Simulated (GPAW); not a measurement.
# Ge (Fd-3m) in GPAW: a series of runs, part 2 of 2

GPAW 26.7.0. Earlier steps stand in the parts before.

## (3) Equation of state, revPBE+D3

Input file run.py:

```python
from ase.calculators.mixing import SumCalculator
from ase.eos import EquationOfState
from ase.io import Trajectory, read
from ase.units import GPa
from dftd3.ase import DFTD3
from gpaw import GPAW, PW

atoms = read('Ge.cif')

traj = Trajectory('eos.traj', 'w')
volumes, energies = [], []
for x in [0.94, 0.96, 0.98, 1.0, 1.02, 1.04, 1.06]:
    a = atoms.copy()
    a.set_cell(atoms.cell * x**(1 / 3), scale_atoms=True)
    calc = GPAW(mode=PW(600),
                xc='revPBE',
                kpts={'size': (8, 8, 8), 'gamma': True},
                occupations={'name': 'fermi-dirac', 'width': 0.05},
                nbands=11,
                convergence={'density': 1e-05, 'energy': 1e-05},
                maxiter=150,
                txt=f'eos-{x:.2f}.txt')
    a.calc = SumCalculator([calc, DFTD3(method='revpbe', damping='d3zero')])
    energies.append(a.get_potential_energy())
    volumes.append(a.get_volume())
    p = -a.get_stress()[:3].mean() / GPa
    calc.write(f'eos-{x:.2f}.gpw')
    traj.write(a)
    print(f'{x:.2f} {volumes[-1]:10.4f} A^3 {energies[-1]:14.6f} eV {p:9.3f} GPa', flush=True)

v0, e0, B = EquationOfState(volumes, energies, eos='birchmurnaghan').fit()
print(f'V0 = {v0:.4f} A^3, E0 = {e0:.6f} eV, B0 = {B / GPa:.2f} GPa')
```

Input file Ge.cif:

```cif
data_Ge
_cell_length_a 4.00068289
_cell_length_b 4.00068289
_cell_length_c 4.00068289
_cell_angle_alpha 60.00000000
_cell_angle_beta 60.00000000
_cell_angle_gamma 60.00000000
_space_group_name_H-M_alt 'P1'
_space_group_name_Hall 'P 1'
_space_group_IT_number 1
loop_
_space_group_symop_operation_xyz
'x,y,z'
loop_
_atom_site_label
_atom_site_type_symbol
_atom_site_symmetry_multiplicity
_atom_site_Wyckoff_symbol
_atom_site_fract_x
_atom_site_fract_y
_atom_site_fract_z
_atom_site_occupancy
Ge1 Ge 1 a 0.7500000000 0.7500000000 0.7500000000 1
Ge2 Ge 1 a 0.5000000000 0.5000000000 0.5000000000 1
```

Potentials or basis: the program's PAW data sets (release 1.2.1) made for this functional, pw.

Command:

```bash
$ OMP_NUM_THREADS=1 python run.py
```

Output:

```text
__  _  _
 | _ |_)|_||  |
 |__||  | ||/\| - 26.7.0

Input parameters:
  mode=PW(ecut=600.0),
  convergence={'density': 1e-05, 'energy': 1e-05},
  kpts=MonkhorstPack(size=(8, 8, 8), gamma=True),
  maxiter=150,
  nbands=11,
  occupations=Occupations(name='fermi-dirac', width=0.05),
  xc=XC(name='revPBE')

Diagonalizing LCAO Hamiltonian
Converting LCAO to pw mode

             Ge
       Ge

Atoms  # Å, Bohr magnetons
|   | symbol |        x |        y |        z |    initial magnetic moments |
|---|--------|----------|----------|----------|-----------------------------|
| 0 |     Ge | 5.878520 | 3.393965 | 2.399896 | ( 0.0000,  0.0000,  0.0000) |
| 1 |     Ge | 3.919013 | 2.262643 | 1.599931 | ( 0.0000,  0.0000,  0.0000) |

Unit cell  # Å
| periodic |        x |        y |        z |  lengths |    angles |
|----------|----------|----------|----------|----------|-----------|
|      yes | 3.919013 | 0.000000 | 0.000000 | 3.919013 | 60.000000 |
|      yes | 1.959507 | 3.393965 | 0.000000 | 3.919013 | 60.000000 |
|      yes | 1.959507 | 1.131322 | 3.199861 | 3.919013 | 60.000000 |

Number of symmetries: 24
Symmetry operations  # r_c * U_cc + t_c -> r_c
|    | kind |            matrix            |
|----|------|------------------------------|
|  0 |  E   |  1, 0, 0,  0, 1, 0,  0, 0, 1 |
|  1 |  σ   |  1, 0, 0,  0, 0, 1,  0, 1, 0 |
|  2 |  σ   |  1, 0,-1,  0, 1,-1,  0, 0,-1 |
|  3 |  C3  |  1, 0,-1,  0, 0,-1,  0, 1,-1 |
|  4 |  C3  |  1,-1, 0,  0,-1, 1,  0,-1, 0 |
|  5 |  σ   |  1,-1, 0,  0,-1, 0,  0,-1, 1 |
[... 118 lines left out ...]

convergence criteria:
- Maximum integral of absolute [dens]ity change: 1e-05 electrons / valence electron
- Maximum [total energy] change in last 3 cyles: 1e-05 eV / valence electron
- Maximum integral of absolute [eigenst]ate change: 4e-08 eV^2 / valence electron
maximum number of iterations: 150

SCF iterations
|iter     | |      energy | eigst |  dens |
|---------|-|-------------|-------|-------|
|iter:   1| |   -8.287108 | -0.46 |       |
|iter:   2| |   -8.285256 | -2.71 | -0.90 |
|iter:   3| |   -8.265766 | -2.56 | -0.92 |
|iter:   4| |   -8.267582 | -3.38 | -1.52 |
|iter:   5| |   -8.267754 | -5.08 | -2.43 |
|iter:   6| |   -8.267764 | -6.59 | -3.10 |
|iter:   7| |   -8.267765c| -7.72c| -3.72 |
|iter:   8| |   -8.267765c| -8.21c| -4.86 |
|iter:   9| |   -8.267765c| -8.67c| -5.32c|

Converged in 9 steps
Energy contributions relative to reference atoms: (reference = -114204.018887)

Energy contributions:
  Kinetic:          34.613351
  Coulomb:         -30.323709
  Zero:              0.001372
  External:          0.000000
  Xc:              -12.558728
  Entropy:          -0.000102
  Spinorbit:         0.000000
  ----------------------------
  Free energy:      -8.267816
  Extrapolated:     -8.267765

dipole moment: (5.282609, 3.049916, 2.156616)  # |e|*Ang

Fermi level: 6.957
Eigenvalues  # (at kpt = [0.000, 0.000, 0.000])
| band index |      eig [eV] | occ [0-2] |
|------------|---------------|-----------|
|          0 |        -6.480 |     2.000 |
|          1 |         6.747 |     1.971 |
|          2 |         6.747 |     1.971 |
|          3 |         6.747 |     1.971 |
|          4 |         7.503 |     0.000 |
|          5 |         9.330 |     0.000 |
|          6 |         9.330 |     0.000 |
|          7 |         9.330 |     0.000 |
|          8 |        13.474 |     0.000 |
|          9 |        16.254 |     0.000 |
|         10 |        16.256 |     0.000 |

Gap: 0.457 eV
Transition (v -> c):
  (s=0, k=0, n=3, [0.00, 0.00, 0.00]) -> (s=0, k=28, n=4, [0.50, 0.50, 0.50])
Direct/indirect transitions are different
Direct gap: 0.757 eV
Transition at: (s=0, k=0, n=3, [0.00, 0.00, 0.00])

Stress tensor  # eV/Ang^3
|         x |         y |         z |
|-----------|-----------|-----------|
| -0.068430 |  0.000000 |  0.000000 |
|  0.000000 | -0.068430 |  0.000000 |
|  0.000000 |  0.000000 | -0.068430 |

# Writing to eos-0.94.gpw (mode='')
```

stdout:

```text
0.94    42.5613 A^3      -8.960623 eV     9.295 GPa
0.96    43.4669 A^3      -9.007212 eV     7.171 GPa
0.98    44.3725 A^3      -9.042424 eV     5.272 GPa
1.00    45.2780 A^3      -9.067408 eV     3.594 GPa
1.02    46.1836 A^3      -9.083601 eV     2.143 GPa
1.04    47.0891 A^3      -9.092069 eV     0.823 GPa
1.06    47.9947 A^3      -9.093381 eV    -0.362 GPa
V0 = 47.7382 A^3, E0 = -9.093661 eV, B0 = 58.92 GPa
```

Run time: 52 s. Hardware: 1 thread of Intel Xeon Platinum 8488C (Sapphire Rapids), shared host; peak memory 0.24 GiB.

What came out:

```
Equilibrium volume                      : 23.87 Å³/atom
Bulk modulus                            : 59 GPa
Pressure derivative of the bulk modulus : 5.5
```

Energy against volume, from the lowest point:
| volume (Å³/atom) | energy (meV/atom) |
| --- | --- |
| 21.281 | 66.57 |
| 21.733 | 43.27 |
| 22.186 | 25.63 |
| 22.639 | 13.09 |
| 23.092 | 4.95 |
| 23.545 | 0.70 |
| 23.997 | 0.00 |

## (4) Equation of state, WC

run.py, as its differences from that of step 3:

```diff
@@ -1,2 +1 @@
-from ase.calculators.mixing import SumCalculator
 from ase.eos import EquationOfState
@@ -4,6 +3,7 @@
 from ase.units import GPa
-from dftd3.ase import DFTD3
-from gpaw import GPAW, PW
+from gpaw import GPAW, PW, setup_paths
 
-atoms = read('Ge.cif')
+setup_paths.insert(0, '.')
+
+atoms = read('Ge.xyz')
 
@@ -15,3 +15,3 @@
     calc = GPAW(mode=PW(600),
-                xc='revPBE',
+                xc='WC',
                 kpts={'size': (8, 8, 8), 'gamma': True},
@@ -22,4 +22,4 @@
                 txt=f'eos-{x:.2f}.txt')
-    a.calc = SumCalculator([calc, DFTD3(method='revpbe', damping='d3zero')])
-    energies.append(a.get_potential_energy())
+    a.calc = calc
+    energies.append(a.get_potential_energy(force_consistent=True))
     volumes.append(a.get_volume())
```

Input file Ge.xyz:

```xyz
2
Lattice="0.0000000000 2.8289100000 2.8289100000 2.8289100000 0.0000000000 2.8289100000 2.8289100000 2.8289100000 0.0000000000" Properties=species:S:1:pos:R:3 pbc="T T T"
Ge     4.2433650000      4.2433650000      4.2433650000
Ge     2.8289100000      2.8289100000      2.8289100000
```

Potentials or basis: PAW data sets generated in the run's folder for this functional, pw.

Command:

```bash
$ gpaw-setup -f WC Ge
$ OMP_NUM_THREADS=1 python run.py
```

Output:

```text
__  _  _
 | _ |_)|_||  |
 |__||  | ||/\| - 26.7.0

Input parameters:
  mode=PW(ecut=600.0),
  convergence={'density': 1e-05, 'energy': 1e-05},
  kpts=MonkhorstPack(size=(8, 8, 8), gamma=True),
  maxiter=150,
  nbands=11,
  occupations=Occupations(name='fermi-dirac', width=0.05),
  xc=XC(name='WC')

Diagonalizing LCAO Hamiltonian
Converting LCAO to pw mode

           Ge

       Ge

Atoms  # Å, Bohr magnetons
|   | symbol |        x |        y |        z |    initial magnetic moments |
|---|--------|----------|----------|----------|-----------------------------|
| 0 |     Ge | 4.156741 | 4.156741 | 4.156741 | ( 0.0000,  0.0000,  0.0000) |
| 1 |     Ge | 2.771161 | 2.771161 | 2.771161 | ( 0.0000,  0.0000,  0.0000) |

Unit cell  # Å
| periodic |        x |        y |        z |  lengths |    angles |
|----------|----------|----------|----------|----------|-----------|
|      yes | 0.000000 | 2.771161 | 2.771161 | 3.919013 | 60.000000 |
[... 147 lines left out ...]
|iter:   7| |   -9.702020c| -7.88c| -3.78 |
|iter:   8| |   -9.702020c| -8.44c| -5.05c|

Converged in 8 steps
Energy contributions relative to reference atoms: (reference = -114168.777994)

Energy contributions:
  Kinetic:          33.127389
  Coulomb:         -29.293073
  Zero:              0.002541
  External:          0.000000
  Xc:              -13.538719
  Entropy:          -0.000317
  Spinorbit:         0.000000
  ----------------------------
  Free energy:      -9.702179
  Extrapolated:     -9.702020

dipole moment: (3.734971, 3.734971, 3.734971)  # |e|*Ang

Fermi level: 6.645
Eigenvalues  # (at kpt = [0.000, 0.000, 0.000])
| band index |      eig [eV] | occ [0-2] |
|------------|---------------|-----------|
|          0 |        -6.771 |     2.000 |
|          1 |         6.508 |     1.879 |
|          2 |         6.508 |     1.879 |
|          3 |         6.508 |     1.879 |
|          4 |         7.079 |     0.000 |
|          5 |         9.074 |     0.000 |
|          6 |         9.074 |     0.000 |
|          7 |         9.074 |     0.000 |
|          8 |        12.872 |     0.000 |
|          9 |        16.075 |     0.000 |
|         10 |        16.079 |     0.000 |

Gap: 0.309 eV
Transition (v -> c):
  (s=0, k=0, n=3, [0.00, 0.00, 0.00]) -> (s=0, k=28, n=4, [0.50, 0.50, 0.50])
Direct/indirect transitions are different
Direct gap: 0.571 eV
Transition at: (s=0, k=0, n=3, [0.00, 0.00, 0.00])

Stress tensor  # eV/Ang^3
|         x |         y |         z |
|-----------|-----------|-----------|
| -0.038883 | -0.000000 |  0.000000 |
| -0.000000 | -0.038883 |  0.000000 |
|  0.000000 |  0.000000 | -0.038883 |

# Writing to eos-0.94.gpw (mode='')
```

It took 49 s on 1 thread of Intel Xeon Platinum 8488C (Sapphire Rapids), shared host; peak memory 0.24 GiB.

Results:

- Equilibrium volume: 22.98 Å³/atom
- Bulk modulus: 67 GPa
- Pressure derivative of the bulk modulus: 4.9 (rough: it moves with the points fitted)

Energy against volume, from the lowest point:
```
volume (Å³/atom)  energy (meV/atom)
          21.281              30.55
          21.733              15.70
          22.186               6.08
          22.639               1.04
          23.092               0.00
          23.545               2.63
          23.997               8.56
```

## (5) Band structure, vdW-DF, spin-orbit coupling, no magnetisation

Input file run.py:

```python
import numpy as np
from ase import Atoms
from ase.dft.bandgap import bandgap
from ase.io import write
from gpaw import GPAW, PW
from gpaw.spinorbit import soc_eigenstates

atoms = Atoms(['Ge', 'Ge'],
              cell=[[0.0, 2.82891, 2.82891],
                    [2.82891, 0.0, 2.82891],
                    [2.82891, 2.82891, 0.0]],
              scaled_positions=[[0.75, 0.75, 0.75],
                                [0.5, 0.5, 0.5]],
              pbc=True)

calc = GPAW(mode=PW(600),
            xc={'name': 'vdW-DF', 'backend': 'libvdwxc'},
            kpts={'size': (8, 8, 8), 'gamma': True},
            occupations={'name': 'fermi-dirac', 'width': 0.05},
            nbands=11,
            convergence={'density': 1e-05, 'energy': 1e-05},
            maxiter=150,
            txt='gpaw.txt')
atoms.calc = calc
energy = atoms.get_potential_energy()
forces = atoms.get_forces()
calc.write('gs.gpw')
write('result.traj', atoms)
print(f'Energy: {energy:.6f} eV')
print('Forces (eV/A):')
print(forces.round(4))
print('Fermi level:', round(calc.get_fermi_level(), 4), 'eV')
print(f'Gap: {bandgap(calc)[0]:.4f} eV, direct: {bandgap(calc, direct=True)[0]:.4f} eV')

path = atoms.cell.bandpath('GXWKGLUWLK,UX', npoints=80, eps=1e-4)
bs_calc = calc.fixed_density(kpts=path, symmetry='off', nbands=21,
                             convergence={'bands': 'CBM+6.0', 'eigenstates': 1e-6}, txt='bands.txt')
bs = bs_calc.band_structure()
bs.write('bs.json')
print(f'Gap on the path: {bandgap(bs_calc)[0]:.4f} eV')

soc = soc_eigenstates(bs_calc, theta=0, phi=0)
np.savetxt('soc_bands.dat', soc.eigenvalues(), fmt='%.4f')
mesh = soc_eigenstates('gs.gpw', theta=0, phi=0)
np.savetxt('soc_mesh.dat', mesh.eigenvalues(), fmt='%.4f')
print('Fermi level with spin-orbit coupling:', round(mesh.fermi_level, 4), 'eV')
```

Potentials or basis: GPAW PAW data sets (gpaw-data 1.2.1), pw.

Command:

```bash
$ OMP_NUM_THREADS=1 python run.py
```

Run time: 22 s. Hardware: 1 thread of Intel Xeon Platinum 8488C (Sapphire Rapids), shared host; peak memory 0.27 GiB.

The run converged. Its results:

```
Free energy             : -78.1726 eV
Band gap along the path : none (metal or under the smearing width)
```

Levels at the corners of the path, in eV from the Fermi level:
```
point  band 6  band 7  band 8  band 9  band 10  band 11
    Γ   -0.05    0.00    0.00    0.00     0.00     2.31
    X   -3.16   -3.16   -3.16    0.76     0.76     0.76
    W   -4.00   -3.92   -3.92    4.18     4.18     4.32
    K   -4.38   -2.72   -2.72    1.16     1.16     4.06
    Γ   -0.05    0.00    0.00    0.00     0.00     2.31
    L   -1.61   -1.41   -1.41    0.14     0.14     3.63
    U   -4.38   -2.72   -2.72    1.16     1.16     4.06
    W   -4.00   -3.92   -3.92    4.18     4.18     4.32
    L   -1.61   -1.41   -1.41    0.14     0.14     3.63
    K   -4.38   -2.72   -2.72    1.16     1.16     4.06
    U   -4.38   -2.72   -2.72    1.16     1.16     4.06
    X   -3.16   -3.16   -3.16    0.76     0.76     0.76
```

Caveat: spin-orbit coupling was added after a scalar SCF, so levels and gaps hold it while energy, forces, pressure and moments don't; this program's spin-orbit splittings come out too wide for heavy elements; the PAW data sets were made with another functional, which shifts forces and pressure a little; this crystal is a semiconductor, whose small gap the functional closes, so the metal is an error of the method.

## (6) The runs side by side

```csv
task,level,potentials or basis,spin,band path,band points,spin axis theta (degrees),spin axis phi (degrees),soc after scf,V0 of scaled cells (Å³/atom),B0 (GPa)
equation of state,revPBE+D3,"the program's PAW data sets (release 1.2.1) made for this functional, pw",off,-,-,-,-,-,23.87,59
equation of state,WC,"PAW data sets generated in the run's folder for this functional, pw",off,-,-,-,-,-,22.98,67
band structure,vdW-DF,"GPAW PAW data sets (gpaw-data 1.2.1), pw","SOC, no magnetisation","GXWKGLUWLK,UX",80,0,0,second variation,-,-
```

Alike in all rows: cell as given; k mesh 8 × 8 × 8; cutoff (eV) 600; smearing fermi-dirac 0.05 eV.

Caveats: spin-orbit coupling was added after a scalar SCF, so levels and gaps hold it while energy, forces, pressure and moments don't (some runs); this program's spin-orbit splittings come out too wide for heavy elements (some runs); the PAW data sets were made with another functional, which shifts forces and pressure a little (some runs); this crystal is a semiconductor, whose small gap the functional closes, so the metal is an error of the method (some runs).

Absolute energies hang on the potentials; compare differences alone.

## (7) How close it comes

Step 3. Measured bulk modulus of Ge: 75.8 GPa (quoted in “Sub-monolayer structures of Ag overlayers on Ge(111): experimental observations and first-principles study”, 2019, arxiv:1908.00180). This calculation gives 59 GPa (-21.9 %). The fit is for a static lattice scaled at fixed shape and fixed fractional positions. The cell as given is a measured one (22.64 Å³/atom); revPBE+D3 puts the equilibrium volume +5.4 % from it, thermal expansion not counted.

Step 4. Against the measured bulk modulus of Ge, 75.8 GPa (quoted in “Sub-monolayer structures of Ag overlayers on Ge(111): experimental observations and first-principles study”, 2019, arxiv:1908.00180), the calculated 67 GPa is off by -11.4 %. The fit is for a static lattice scaled at fixed shape and fixed fractional positions. The cell as given is a measured one (22.64 Å³/atom); WC puts the equilibrium volume +1.5 % from it, thermal expansion not counted.

Step 5. Measured gap of Ge: 0.666 eV (indirect; 293 K; “Electronic and optical properties of SixGe1-x-ySny alloys lattice-matched to Ge”, 2021, arxiv:2109.02782). This calculation gives 0.00 eV (-0.67 eV). 3 values of this kind are on record (0.666 to 0.807 eV); this one was drawn at random among those near their median. The value is that of vdW-DF, without temperature or zero-point motion.
